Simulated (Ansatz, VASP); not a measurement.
## Fe3Ge in VASP and in Ansatz

Contents of POSCAR:

```
Fe3Ge
1.0
    3.6605005200      0.0000000000      0.0000000000
    0.0000000000      3.6605005200      0.0000000000
    0.0000000000      0.0000000000      3.6605005200
Fe Ge
3 1
Direct
    0.0000000000      0.5000000000      0.5000000000
    0.5000000000      0.5000000000      0.0000000000
    0.5000000000      0.0000000000      0.5000000000
    0.0000000000      0.0000000000      0.0000000000
```

The input INCAR.step1:

```
SYSTEM = Fe3Ge
PREC = Accurate
ENCUT = 520
ISMEAR = -1
SIGMA = 0.1
LREAL = .FALSE.
LASPH = .TRUE.
NELM = 150
ISPIN = 2
MAGMOM = 3.5 3.5 3.5 0
LMAXMIX = 4
NBANDS = 31
GGA = PE
ALGO = Normal
EDIFF = 1E-4
LWAVE = .TRUE.
LCHARG = .FALSE.
```

INCAR.step2

```
SYSTEM = Fe3Ge
PREC = Accurate
ENCUT = 520
EDIFF = 1E-7
ISMEAR = -1
SIGMA = 0.1
LREAL = .FALSE.
LASPH = .TRUE.
NELM = 150
ALGO = Normal
ISIF = 2
LWAVE = .FALSE.
LCHARG = .FALSE.
ISPIN = 2
MAGMOM = 3.5 3.5 3.5 0
LORBIT = 11
LMAXMIX = 4
METAGGA = R2SCAN
LMIXTAU = .TRUE.
NBANDS = 31
ISTART = 1
```

File KPOINTS:

```
regular mesh
0
G
  4 4 4
  0 0 0
```

Input for Ansatz:

```yaml
crystal:
  lattice:
    - [3.66050052, 0.0, 0.0]
    - [0.0, 3.66050052, 0.0]
    - [0.0, 0.0, 3.66050052]
  atoms:
    - { symbol: Fe, position: [0.0, 0.5, 0.5] }
    - { symbol: Fe, position: [0.5, 0.5, 0.0] }
    - { symbol: Fe, position: [0.5, 0.0, 0.5] }
    - { symbol: Ge, position: [0.0, 0.0, 0.0] }
accuracy: low
kpoints:
  mp_grid:
    grid: [4, 4, 4]
    shift: [0.0, 0.0, 0.0]
hamiltonian:
  xc: r2scan
magnetization:
  spin_polarized: true
  per_species:
    Fe: 3.5
scf:
  occupations:
    method: fermi_dirac
    width: 0.1
  convergence:
    dr2_threshold: 1.0e-06
output:
  eigenvalues: true
```

The cell comes from a database or a generator and needn't be the stable form of this composition.

Alike in both runs: task single point; functional r2SCAN; k mesh 4 × 4 × 4; occupations fermi-dirac, width 0.1 eV; collinear spin.

```csv
,VASP,Ansatz
version,VASP 6.6.1,Ansatz 0.2.0
potentials or method,"VASP PAW PBE potentials, release 64 (Fe, Ge_d)","plane waves, PAW"
plane-wave cutoff (eV),520,500
valence electrons in the cell,38,62
```

VASP gave:

| Item | Value |
| --- | --- |
| gap on the k mesh at the Fermi level (eV) | none |
| net moment per atom (μB) | 1.94 |
| size of the moment on the site where the two differ most (μB) | 2.69 |

Which values does Ansatz return?

gap on the k mesh at the Fermi level (eV): none; net moment per atom (μB): 1.94; size of the moment on the site where the two differ most (μB): 2.73.

Site moments also hang on the region over which each program counts them. A gap of «none» marks a metal or a gap that the smearing closes. The functional is the same, so the differences come from potentials, cutoffs and numerics. The two sets of potentials don't hold the same shells in valence. Ansatz warned: «stability_check_not_made».

Caveats: the k mesh is coarse (spacing up to 0.43 Å⁻¹), so the values aren't converged.
